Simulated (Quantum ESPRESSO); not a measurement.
As under changes of volume

One of the cells (19.764 Å³/atom); the others are scaled copies at fixed shape and fractional positions:

```
CELL_PARAMETERS angstrom
2.70368 0.00000 0.00000
0.00000 2.70368 0.00000
0.00000 0.00000 2.70368
ATOMIC_POSITIONS crystal
As 0.50000 0.50000 0.50000
```

This isn't the form of As at room conditions, which is rhombohedral.

- Program: Quantum ESPRESSO 7.5
- Functional: PBEsol
- Potentials or basis: GBRV 1.5 PBEsol
- Cutoff: 612 eV
- Density cutoff: 4898 eV
- k mesh: 10 × 10 × 10
- Occupations: fermi-dirac, width 0.05 eV
- Spin: no spin polarisation

```tsv
volume (Å³/atom)	energy over the lowest point (meV/atom)	pressure (GPa)
18.578	?	?
18.973	4.21	2.7
19.368	0.00	0.7
19.764	0.52	-1.1
20.159	5.30	-2.8
20.554	13.95	-4.3
20.949	26.11	-5.6
```

Question: What does the run at 18.578 Å³/atom give?

Answer: Energy over the lowest point 13.72 meV/atom; pressure 5.0 GPa.

Worked out: A Birch-Murnaghan fit of order 3 (a polynomial in V^(-2/3)) to the other rows has its minimum at 19.52 Å³/atom with B0 = V·E''(V) = 91 GPa and B' = 3.9. It gives 13.62 meV/atom at 18.578 Å³/atom, against the run's 13.72, and -dE/dV = 4.9 GPa, against 5.0.

Energies are extrapolated to zero smearing.
